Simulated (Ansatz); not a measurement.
Ba (omega (AlB2-type)): energy against volume

Method: DFT, revPBE, plane waves (420 eV) with PAW, scalar-relativistic in Ansatz. (PAW data from PBE, frozen cores regenerated.)

The cell is scaled uniformly from the relaxed one, with fractional coordinates and shape fixed. Energies are extrapolated to zero smearing, pressures are those at the given smearing. Magnetic state: spin not included.

A Birch-Murnaghan fit gives V₀ = 67.85 Å³/atom, B₀ = 7.6 GPa, B₀′ = 2.8.

Q: What are the energy above the minimum and the pressure at 62.722 Å³/atom?

A: 10.2 meV/atom and 0.69 GPa as computed.

Q: What are the energy above the minimum and the pressure at 65.449 Å³/atom?

A: 2.1 meV/atom and 0.32 GPa as computed.

Q: What are the energy above the minimum and the pressure at 73.631 Å³/atom?

A: 10.6 meV/atom and -0.52 GPa as computed.
